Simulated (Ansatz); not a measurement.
Input deck for Ansatz 0.2.0, then the block of the output on the nuclei.

The cell is a COD entry, relaxed with PBE at fixed cell and then changed (volume scaled by 1.02, ions relaxed).

```yaml
crystal:
  lattice:
    - [0.0, 2.4043183418, 2.4043183418]
    - [2.4043183418, 0.0, 2.4043183418]
    - [2.4043183418, 2.4043183418, 0.0]
  atoms:
    - { symbol: B, position: [0.0, 0.0, 0.0] }
    - { symbol: As, position: [0.25, 0.25, 0.25] }
kpoints:
  mp_grid: { grid: [16, 16, 16] }
scf:
  occupations: { method: fermi_dirac, width: 0.02 }
hamiltonian:
  xc: pbe
  pseudopotentials: { kind: paw }
output:
  forces: true
  stress: true
  populations: true
  efg:
    quadrupole_moments_barn: { B: 0.04059, As: 0.311 }
    contact_densities: true
relax:
  f_tol: 0.02
  max_steps: 60
```

```sh
ansatz run input.yaml --threads 1 --pin off --max-ram 3072MiB --backend cpu --events-out ev --progress --plain --runs-dir out
```

The run relaxes the ions first, and the block belongs to the relaxed positions.

Of the output, the block on the nuclei alone is shown; the set-up, the SCF iterations, energies, forces and stress are cut. One atom of each set with nearly equal values is shown.

```
--- PAW observables at the nuclei: V_zz in 10²¹ V/m², potentials from the cell's mean, atoms counted from 1 ---
  atom   1  B  V_zz =    -0.000000   η = 0.0000   by run symmetry: forbidden   C_q = -0.0000 MHz
            electrostatic potential = -326.398673 V   contact ρ = 486.310185 e/Å³
  atom   2  As V_zz =    +0.000000   η = 0.0000   by run symmetry: forbidden   C_q = +0.0000 MHz
            electrostatic potential = -4515.971784 V   contact ρ = 235481.546468 e/Å³
```

The relaxation (1 step) took 7 s of wall time (6.3 s of CPU time) and 0.42 GiB at its peak, on 1 thread of Intel Xeon 6975P-C (Granite Rapids) (x86_64; 16 cores open to the job, memory cap 3.0 GiB, no GPU), a shared host with a load of 2.1 a core.
